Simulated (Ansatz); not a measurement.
A plane-wave DFT run in Ansatz 0.2.0 (scalar-relativistic PAW potentials unless the input names others): input and command.

```yaml
crystal:
  lattice:
    - [-5.7661004041, 3.3290596206, -6.3046430652]
    - [5.7661004042, 3.3290596205, -6.3046430652]
    - [-1.0e-10, -6.658119241, -6.3046430652]
  atoms:
    - { symbol: Zn, position: [0.4517763705, 0.1071262552, 0.434068899] }
    - { symbol: Zn, position: [0.809065858, 0.129549458, 0.101935559], spin: 0.1 }
    - { symbol: Zn, position: [0.1208205425, 0.4461445237, 0.441836639] }
    - { symbol: Zn, position: [0.7825988538, 0.7760799896, 0.4399943447] }
    - { symbol: Zn, position: [0.4552414158, 0.4413048716, 0.1102121844] }
    - { symbol: Zn, position: [0.1165277763, 0.1153038248, 0.7678036664], spin: 0.1 }
    - { symbol: Zn, position: [0.7899153581, 0.4457710299, 0.7711944338] }
    - { symbol: Zn, position: [0.1119981721, 0.7784763721, 0.1099852963], spin: 0.1 }
    - { symbol: Zn, position: [0.4502469088, 0.7781365911, 0.7785399296] }
    - { symbol: Zn, position: [0.0572669475, 0.0574523991, 0.3823774748] }
    - { symbol: Zn, position: [0.3665391893, 0.0534425697, 0.060524611] }
    - { symbol: Zn, position: [0.7335073307, 0.372834901, 0.3917741411] }
    - { symbol: Zn, position: [0.3958626517, 0.7178052539, 0.3895383314] }
    - { symbol: Zn, position: [0.0746471677, 0.3952817042, 0.0534170866] }
    - { symbol: Zn, position: [0.7333050319, 0.0619752017, 0.6930441172] }
    - { symbol: Zn, position: [0.3948860054, 0.3879741192, 0.719070326] }
    - { symbol: Zn, position: [0.7220838893, 0.69073005, 0.0752185774] }
    - { symbol: Zn, position: [0.0589236693, 0.7251606558, 0.7240850023] }
    - { symbol: S, position: [0.3129863681, 0.980746375, 0.329873837] }
    - { symbol: S, position: [0.5954965979, 0.9315762367, 1.1120193269], spin: 0.1 }
    - { symbol: S, position: [0.9966658953, 0.3206702101, 0.3161177233] }
    - { symbol: S, position: [0.6591987004, 0.6291501172, 0.3408626604] }
    - { symbol: S, position: [0.3338741133, 0.3147427476, 0.9843661698] }
    - { symbol: S, position: [1.0014353977, 0.9883752684, 0.6391398768], spin: 0.1 }
    - { symbol: S, position: [0.6592047845, 0.3208639571, 0.6525979389] }
    - { symbol: S, position: [0.9889131092, 0.6505740515, 0.9891989093], spin: 0.1 }
    - { symbol: S, position: [0.3236199409, 0.6510977468, 0.6559570791] }
    - { symbol: S, position: [0.9353447641, 0.9307817122, 0.2628660806], spin: 0.1 }
    - { symbol: S, position: [0.2607744686, 0.930374007, 0.9238895687], spin: 0.1 }
    - { symbol: S, position: [0.6100468624, 0.259037727, 0.2575987704] }
    - { symbol: S, position: [0.2725050815, 0.5975203587, 0.2579819246] }
    - { symbol: S, position: [0.9560361195, 0.2817764704, 0.918327367], spin: 0.1 }
    - { symbol: S, position: [0.6015732499, 0.9294010923, 0.5924129818] }
    - { symbol: S, position: [0.2765598141, 0.2640505203, 0.5895077215] }
    - { symbol: S, position: [0.6048637472, 0.5922213144, 0.92532945] }
    - { symbol: S, position: [0.9401576203, 0.6009582817, 0.5926750134] }
    - { symbol: S, position: [0.7863138703, 0.9880944964, 0.9288010924], spin: 0.1 }
  host:
    lattice:
      - [3.8440669361, 0.0, 0.0]
      - [-1.922033468, 3.3290596205, 0.0]
      - [0.0, 0.0, 6.3046430652]
    atoms:
      - { symbol: Zn, position: [0.3333333333, 0.6666666667, 0.0002666738] }
      - { symbol: Zn, position: [0.6666666667, 0.3333333333, 0.5002666738] }
      - { symbol: S, position: [0.3333333333, 0.6666666667, 0.3747333262] }
      - { symbol: S, position: [0.6666666667, 0.3333333333, 0.8747333262] }
total_charge: -1
basis:
  ecutwfc: 420
  xc_grid: 2
kpoints:
  mp_grid: { grid: [2, 2, 2], shift: [0.5, 0.5, 0.5] }
hamiltonian:
  xc: pbe
scf:
  occupations: { method: gaussian, width: 0.01 }
  lower_state_search: "off"
output:
  forces: true
  eigenvalues: true
magnetization:
  spin_polarized: true
```

```bash
ansatz run input.yaml --threads 4 --pin off --max-ram 10240MiB --backend cpu --events-out ev --progress --plain --runs-dir out
```

Abridged log:
```
Basis set: ecut = 420 eV, 14223 PW (Γ), exchange–correlation on 128×128×128 points (8 copies of the dense FFT grid, shifted against one another)
Bands: 203, of which v1, the nominal top of the filled ones, is band 166 counted from 1 (165 counted from 0)
Symmetry: 1 space group operations
k-points: 4 of 8 (time reversal used)
SCF iter   1: F=—  HF=-76901.367197 eV  |F-HF|=—  |Δ(HF+E_count)|=         —  Δρ=1.73e-2 (↑1.59e-2 ↓1.73e-2) dr2=6.11e0  dr2_m=6.89e-2  M=0.000 μB ∫|m|=0.140 μB  β_m=0.30  ethr=1.84e-3  ⟨swp⟩=5.8  Hψ=8676  notcnv=0
spin=Collinear: Resta preconditioning applied to the charge; magnetization (m = ρ↑ − ρ↓) channel mixes plain (no charge-response kernel on spin).
SCF iter   2: F=—  HF=-76900.573545 eV  |F-HF|=—  |Δ(HF+E_count)|=   7.94e-1  Δρ=1.19e-2 (↑1.11e-2 ↓1.19e-2) dr2=2.97e0  dr2_m=3.48e-2  M=0.000 μB ∫|m|=0.105 μB  β_m=0.30  ethr=1.84e-3  ⟨swp⟩=1.0  Hψ=1748  notcnv=0  defer=1
SCF iter   3: F=—  HF=-76899.999132 eV  |F-HF|=—  |Δ(HF+E_count)|=   5.74e-1  Δρ=3.90e-3 (↑3.90e-3 ↓3.57e-3) dr2=4.06e-1  dr2_m=1.87e-2  M=0.350 μB ∫|m|=0.357 μB  β_m=0.30  ethr=8.98e-4  ⟨swp⟩=2.9  Hψ=2417  notcnv=0  defer=88
SCF iter   4: F=—  HF=-76900.001267 eV  |F-HF|=—  |Δ(HF+E_count)|=   2.14e-3  Δρ=2.46e-3 (↑2.46e-3 ↓2.36e-3) dr2=1.12e-1  dr2_m=1.02e-2  M=0.000 μB ∫|m|=0.078 μB  β_m=0.30  ethr=1.23e-4  ⟨swp⟩=2.1  Hψ=1615  notcnv=0  defer=241
SCF iter   5: F=—  HF=-76900.022590 eV  |F-HF|=—  |Δ(HF+E_count)|=   2.13e-2  Δρ=1.57e-3 (↑1.57e-3 ↓1.20e-3) dr2=3.65e-2  dr2_m=5.21e-3  M=0.000 μB ∫|m|=0.061 μB  β_m=0.30  ethr=3.38e-5  ⟨swp⟩=2.0  Hψ=1669  notcnv=0  defer=255
SCF iter   6: F=—  HF=-76900.035294 eV  |F-HF|=—  |Δ(HF+E_count)|=   1.27e-2  Δρ=8.73e-4 (↑8.73e-4 ↓7.36e-4) dr2=1.19e-2  dr2_m=2.69e-3  M=0.000 μB ∫|m|=0.047 μB  β_m=0.30  ethr=1.10e-5  ⟨swp⟩=2.0  Hψ=2714  notcnv=0  defer=255
SCF iter   7: F=—  HF=-76900.038101 eV  |F-HF|=—  |Δ(HF+E_count)|=   2.81e-3  Δρ=5.05e-4 (↑5.04e-4 ↓5.05e-4) dr2=1.41e-3  dr2_m=1.38e-3  M=0.003 μB ∫|m|=0.036 μB  β_m=0.30  ethr=3.61e-6  ⟨swp⟩=2.8  Hψ=2746  notcnv=0  defer=255
Mixer restart at iter 7: flushing history
spin-set hold released at iteration 7 (site moments contracting): the magnetisation degrees of freedom join the quasi-Newton model from the next iteration; the mixer history was flushed
SCF iter   8: F=—  HF=-76900.038859 eV  |F-HF|=—  |Δ(HF+E_count)|=   7.58e-4  Δρ=3.73e-4 (↑3.60e-4 ↓3.73e-4) dr2=9.28e-4  dr2_m=7.24e-4  M=0.002 μB ∫|m|=0.028 μB  β_m=0.65  ethr=4.26e-7  ⟨swp⟩=1.8  Hψ=1445  notcnv=0  defer=255
SCF iter   9: F=—  HF=-76900.040447 eV  |F-HF|=—  |Δ(HF+E_count)|=   1.59e-3  Δρ=1.05e-4 (↑1.05e-4 ↓1.04e-4) dr2=2.07e-4  dr2_m=3.86e-6  M=0.000 μB ∫|m|=0.006 μB  β_m=0.56  ethr=2.81e-7  ⟨swp⟩=2.0  Hψ=2738  notcnv=0  defer=255
SCF iter  10: F=—  HF=-76900.040490 eV  |F-HF|=—  |Δ(HF+E_count)|=   4.29e-5  Δρ=3.88e-5 (↑3.88e-5 ↓3.60e-5) dr2=5.80e-5  dr2_m=2.65e-6  M=0.000 μB ∫|m|=0.003 μB  β_m=0.78  ethr=6.25e-8  ⟨swp⟩=2.0  Hψ=2544  notcnv=0  defer=255
SCF iter  11: F=—  HF=-76900.041112 eV  |F-HF|=—  |Δ(HF+E_count)|=   6.23e-4  Δρ=1.44e-5 (↑1.44e-5 ↓1.41e-5) dr2=9.24e-6  dr2_m=6.66e-8  M=0.000 μB ∫|m|=0.000 μB  β_m=0.82  ethr=1.75e-8  ⟨swp⟩=2.0  Hψ=2884  notcnv=0  defer=255
SCF iter  12: F=—  HF=-76900.041124 eV  |F-HF|=—  |Δ(HF+E_count)|=   1.17e-5  Δρ=4.48e-6 (↑4.32e-6 ↓4.48e-6) dr2=5.22e-7  dr2_m=1.98e-8  M= 0.000 μB ∫|m|=0.000 μB  β_m=0.84  ethr=2.79e-9  ⟨swp⟩=2.0  Hψ=2695  notcnv=0  defer=255
SCF iter  13: F=—  HF=-76900.041125 eV  |F-HF|=—  |Δ(HF+E_count)|=   5.02e-7  Δρ=4.33e-6 (↑4.30e-6 ↓4.33e-6) dr2=3.24e-7  dr2_m=5.77e-9  M= 0.000 μB ∫|m|=0.000 μB  β_m=0.67  ethr=1.58e-10  ⟨swp⟩=2.0  Hψ=2695  notcnv=0  defer=255
SCF iter  14: F=-76900.041124 eV  HF=-76900.041124 eV  |F-HF|=3.19e-8  |Δ(HF+E_count)|=   1.31e-7  Δρ=1.07e-6 (↑1.02e-6 ↓1.07e-6) dr2=3.10e-8  dr2_m=2.95e-9  M= 0.000 μB ∫|m|=0.000 μB  β_m=0.84  ethr=3.02e-11  ⟨swp⟩=9.8  Hψ=8501  notcnv=0
SCF iter  15: F=-76900.041124 eV  HF=-76900.041124 eV  |F-HF|=2.47e-9  |Δ(HF+E_count)|=   3.96e-8  Δρ=3.64e-7 (↑3.64e-7 ↓3.28e-7) dr2=4.61e-9  dr2_m=6.92e-11  M= 0.000 μB ∫|m|=0.000 μB  ethr=9.37e-12  ⟨swp⟩=1.0  Hψ=4351  notcnv=0
WARN: the starting moments were not kept: the SCF closed with an absolute magnetisation of 2.7e-5 μB, where they sum to 1 μB in size (10 sites). That is at most 0.1 of that sum. Measured as dr2_m measures the in/out step, that magnetisation stands 2.0e-11 eV from none, at or under the dr2_threshold of 1.0e-7 eV: it is no larger than a step whose dr2_m would equal this threshold. The system may hold no moment; this SCF shows only that its start led to no more than that. To try another start: raise the starting moments (crystal.atoms[].spin, magnetization.per_species, magnetization.initial_magne ...
SCF 1 converged in 15 iterations: F = -76900.041124 eV  dr2 = 4.61e-9
SCF converged after 15 iterations
Magnetization:  0.0000 μB (165.5000 up, 165.5000 down)
Absolute magnetization: 0.0000 μB (∫|ρ↑−ρ↓|, with the PAW one-centre terms)
Spin contamination: 0.0000 ħ² per cell (⟨S²⟩ above its minimum at these occupations)
Per-site moments (μB) at R_I (Å): [(1.65724432e-8, 0.96420583), (1.35983857e-7, 0.95493341), (2.72164511e-9, 0.96973156), (5.12211512e-8, 0.96754930), (1.08074212e-8, 0.96739744), (1.13936250e-7, 0.96466690), (3.09459538e-8, 0.96339833), (1.43098498e-7, 0.96407332), (5.16501393e-8, 0.97079241), (-1.22837288e-8, 0.94103282), (7.19682874e-8, 0.93081641), (4.87366774e-8, 0.94157803), (8.62156472e-8, 0.97141098), (6.07029214e-8, 0.94892195), (7.04942429e-8, 0.92768052), (3.23930358e-8, 0.96720591), (9.65979421e-8, 0.95886299), (9.05674396e-8, 0.97292652), (3.40733275e-7, 0.94103282), (-2.24905372e ...
Free energy (F): -76900.041124 eV
Harris-Foulkes:  -76900.041124 eV  (|F-HF|=2.47e-9)
Internal energy: -76900.041099 eV  (E = F + TS)
E sigma→0 (E₀):  -76900.041112 eV
Entropy (-TS):   -0.000025 eV (-0.001 meV/atom)
Fermi energy:    8.728796 eV
--- Forces (eV/Å), atoms counted from 1 ---
  atom   1  Zn    -0.00095251     0.00090069    -0.00054932
  atom   2  Zn     0.00066907    -0.00032534     0.00039583
  atom   3  Zn     0.00048178    -0.00035566    -0.00025655
  atom   4  Zn     0.00034436     0.00094987     0.00071490
  atom   5  Zn    -0.00013176     0.00020699    -0.00117051
  atom   6  Zn     0.00017064     0.00005917    -0.00125237
  atom   7  Zn     0.00042898     0.00044156    -0.00120075
  atom   8  Zn     0.00080928    -0.00014850     0.00060387
  atom   9  Zn    -0.00079750     0.00009395    -0.00094226
  atom  10  Zn    -0.00019089    -0.00058931     0.00163450
  atom  11  Zn    -0.00010893     0.00033609    -0.00012673
  atom  12  Zn     0.00178444    -0.00034286    -0.00047889
  atom  13  Zn    -0.00086225    -0.00078435     0.00026291
  atom  14  Zn    -0.00000596     0.00052152     0.00020192
  atom  15  Zn     0.00233474    -0.00071554     0.00150194
  atom  16  Zn    -0.00021802     0.00053228    -0.00001531
  atom  17  Zn    -0.00148645     0.00020333     0.00029461
  atom  18  Zn    -0.00082316    -0.00014876     0.00086465
  atom  19  S     -0.00345614     0.00176893     0.00229211
  atom  20  S     -0.00007795     0.00776867    -0.00377805
  atom  21  S     -0.00016019     0.00048716     0.00050166
  atom  22  S      0.00132761     0.00044301     0.00051158
  atom  23  S      0.00001101    -0.00015933     0.00011730
  atom  24  S      0.00152234     0.00021760    -0.00101673
  atom  25  S     -0.00063104    -0.00052079     0.00202210
  atom  26  S     -0.00156526     0.00036571     0.00014224
  atom  27  S      0.00044131    -0.00032526     0.00176444
  atom  28  S     -0.00083072    -0.00039857    -0.00247311
  atom  29  S      0.00010928    -0.00077646    -0.00088204
  atom  30  S      0.00065309    -0.00024150    -0.00083015
  atom  31  S     -0.00061048    -0.00051238    -0.00057298
  atom  32  S     -0.00017882    -0.00121635     0.00014654
  atom  33  S      0.00007695     0.00078962     0.00019715
  atom  34  S      0.00036177     0.00019186    -0.00025818
  atom  35  S      0.00175958    -0.00023333    -0.00097271
  atom  36  S     -0.00047499     0.00007466    -0.00020634
  atom  37  S      0.00027916    -0.00855692     0.00280652
```

Apart from outputs, empty bands and the relaxation, which only the reference makes, the input differs from a reference run on usual settings in scf.lower_state_search: not typed → "off". The reference, at the same geometry, ended its own course with largest force 0.009 eV/Å, no gap on the mesh. This run converged in 15 SCF iterations with an energy at zero smearing within 0.01 meV/atom of the reference's, largest force 0.009 eV/Å, no gap on the mesh.

It took 65 s on 4 threads of Intel(R) Xeon(R) Platinum 8488C (Sapphire Rapids), on a shared host, peak memory 3.1 GiB.